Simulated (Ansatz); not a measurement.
# Zincblende alloy of GaAs and AlAs (2 of 32 Ga sites exchanged), 64 atoms

Ansatz, PAW, plane waves. PBEsol relaxation of volume and atoms (shape held) at the single k point (¼, ¼, ¼) without its symmetry partners; single points on the relaxed atoms at the Γ point alone, onto which points of the small cell's zone fold. Arrangement: quasirandom. No spin–orbit coupling unless named.

Relaxed structure:

```
Al Ga As
1.0
    11.32030    0.00000    0.00000
     0.00000   11.32030    0.00000
     0.00000    0.00000   11.32030
Al Ga As
2 30 32
Direct
  0.99981 0.99929 0.99984
  0.99940 0.24991 0.74957
  0.00022 0.99978 0.49994
  0.00024 0.49999 0.00019
  0.99982 0.50007 0.49970
  0.49993 0.99985 0.00001
  0.49996 0.00011 0.49998
  0.49993 0.49997 0.00005
  0.50008 0.50004 0.50021
  0.25004 0.25018 0.00028
  0.25014 0.24998 0.50006
  0.25024 0.74982 0.00006
  0.25000 0.74998 0.50022
  0.74969 0.25011 0.00038
  0.74979 0.25020 0.49986
  0.74996 0.74991 0.00033
  0.75011 0.75025 0.50017
  0.25003 0.00017 0.25023
  0.25054 0.99990 0.74993
  0.25006 0.50000 0.25015
  0.24997 0.49993 0.75027
  0.74998 0.00019 0.25045
  0.74969 0.00002 0.75015
  0.75001 0.49994 0.25004
  0.74991 0.50035 0.75014
  0.00020 0.24997 0.25010
  0.00001 0.74982 0.25022
  0.00038 0.74968 0.74983
  0.49990 0.24999 0.24997
  0.50004 0.24997 0.75017
  0.50014 0.74996 0.25009
  0.50003 0.74997 0.75010
  0.12486 0.12477 0.12491
  0.12527 0.12473 0.62504
  0.12495 0.62494 0.12505
  0.12495 0.62456 0.62472
  0.62478 0.12482 0.12510
  0.62493 0.12497 0.62494
  0.62487 0.62481 0.12494
  0.62495 0.62519 0.62505
  0.37495 0.37497 0.12498
  0.37500 0.37495 0.62513
  0.37498 0.87495 0.12517
  0.37521 0.87484 0.62493
  0.87506 0.37495 0.12507
  0.87459 0.37554 0.62466
  0.87481 0.87480 0.12562
  0.87514 0.87503 0.62521
  0.37497 0.12498 0.37500
  0.37500 0.12502 0.87522
  0.37504 0.62497 0.37512
  0.37508 0.62488 0.87495
  0.87513 0.12510 0.37523
  0.87471 0.12505 0.87530
  0.87484 0.62506 0.37500
  0.87512 0.62507 0.87513
  0.12491 0.37490 0.37508
  0.12479 0.37470 0.87494
  0.12501 0.87480 0.37498
  0.12554 0.87466 0.87470
  0.62472 0.37495 0.37484
  0.62492 0.37506 0.87506
  0.62491 0.87506 0.37512
  0.62487 0.87482 0.87508
```

Q: What are the mean bond lengths by pair (pairs within 1.2 times the sum of covalent radii, less contacts 15 % beyond the pair's median; cation–cation pairs of compounds aside; long ionic contacts are cut short by that bound)?

A: Al–As 2.454 ± 0.001 Å (standard deviation, 8 bonds); As–Ga 2.451 ± 0.001 Å (standard deviation, 120 bonds).

Q: What gap lies between the top filled and the lowest empty level in the single points?

A: HSE06 1.52 eV (46 s on NVIDIA GB300).
